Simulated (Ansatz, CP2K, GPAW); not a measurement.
**MoS2: programs and potentials compared**

```
Mo S
1.0
     3.22746    0.00000    0.00000
    -1.61373    2.79507    0.00000
     0.00000    0.00000    6.31247
Mo S
1 2
Direct
  0.00000 0.00000 0.50000
  0.66667 0.33333 0.74468
  0.33333 0.66667 0.25532
```

Measurements of this composition are mostly on another form, of space group No. 194.

Alike in all runs: task band structure; functional r2SCAN; k mesh 9 × 9 × 4; occupations fermi-dirac, width 0.05 eV; no spin polarisation; no spin-orbit coupling. Pressure is positive in compression and, in plane waves, holds the error of the finite cutoff, which Ansatz's Pulay term estimates and takes out.

| program and potentials | plane-wave cutoff (eV) | notes | pressure (GPa) | largest force (eV/Å) |
| --- | --- | --- | --- | --- |
| Ansatz, Ansatz PAW | 500 | potentials made for PBE, which Ansatz adapts in part; Pulay term of +0.04 GPa included | -0.03 | 0.081 |
| CP2K, POTENTIAL_UZH Mo GTH-SCAN-q14, S GTH-SCAN-q6; TZVP-MOLOPT-SCAN-GTH basis | - | atomic basis | 1.11 | 0.242 |
| GPAW, GPAW PAW data sets (gpaw-data 1.2.1) | 600 | potentials made for PBE | 0.09 | 0.099 |

Force on atom 2 (S), eV/Å:

| program and potentials | x | y | z |
| --- | --- | --- | --- |
| Ansatz, Ansatz PAW | 0.000 | 0.000 | 0.081 |
| CP2K, POTENTIAL_UZH Mo GTH-SCAN-q14, S GTH-SCAN-q6; TZVP-MOLOPT-SCAN-GTH basis | 0.000 | 0.000 | 0.242 |
| GPAW, GPAW PAW data sets (gpaw-data 1.2.1) | 0.000 | 0.000 | 0.099 |

The pressure spans -0.03 (Ansatz, Ansatz PAW) to 1.11 GPa (CP2K, POTENTIAL_UZH Mo GTH-SCAN-q14, S GTH-SCAN-q6; TZVP-MOLOPT-SCAN-GTH basis). Rows in atomic bases carry the error of their basis and grid, which can be large.

The functional is the same throughout but for its coding, so the spread measures potentials, basis and numerics; runs on potential files found faulty are left out.
